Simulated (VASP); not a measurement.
Input of a VASP 6.6.1 run:

Contents of POSCAR:

```
K
1.0
    0.0000000000      3.3918728180      3.3918728180
    3.3918728180      0.0000000000      3.3918728180
    3.3918728180      3.3918728180      0.0000000000
K
1
Direct
    0.0000000000      0.0000000000      0.0000000000
```

File INCAR.step1:

```
SYSTEM = K
  PREC = Accurate
  ENCUT = 520
  ISMEAR = 0
  SIGMA = 0.1
  LREAL = .False.
  LASPH = .True.
  NELM = 100
  NBANDS = 10
  GGA = PE
  ALGO = Normal
  EDIFF = 1E-4
  LWAVE = .True.
  LCHARG = .False.
```

File INCAR.step2:

```
SYSTEM = K
  PREC = Accurate
  ENCUT = 520
  EDIFF = 1E-6
  ISMEAR = 0
  SIGMA = 0.1
  LREAL = .False.
  LASPH = .True.
  NELM = 100
  ALGO = Normal
  ISIF = 2
  LWAVE = .False.
  LCHARG = .True.
  METAGGA = R2SCAN
  LMIXTAU = .True.
  LELF = .True.
  LVHAR = .True.
  NBANDS = 10
  ISTART = 1
```

Contents of KPOINTS:

```
Automatic mesh
0
Gamma
  6 6 6
  0 0 0
```

Potentials or basis: VASP PAW PBE potentials, release 64 (K_sv).

Command:

```bash
$ cat potpaw_PBE.64/K_sv/POTCAR > POTCAR
$ cp INCAR.step1 INCAR
$ mpirun -np 1 vasp_std > vasp.out
$ cp INCAR.step2 INCAR
$ mpirun -np 1 vasp_std > vasp.out
```

Q: Estimate the band gap on the k mesh.

A: None (metal or under the smearing width).

Q: Estimate the pressure.

A: -0.1 GPa.

Caveat: the PAW data sets were made with another functional, which shifts forces and pressure a little.
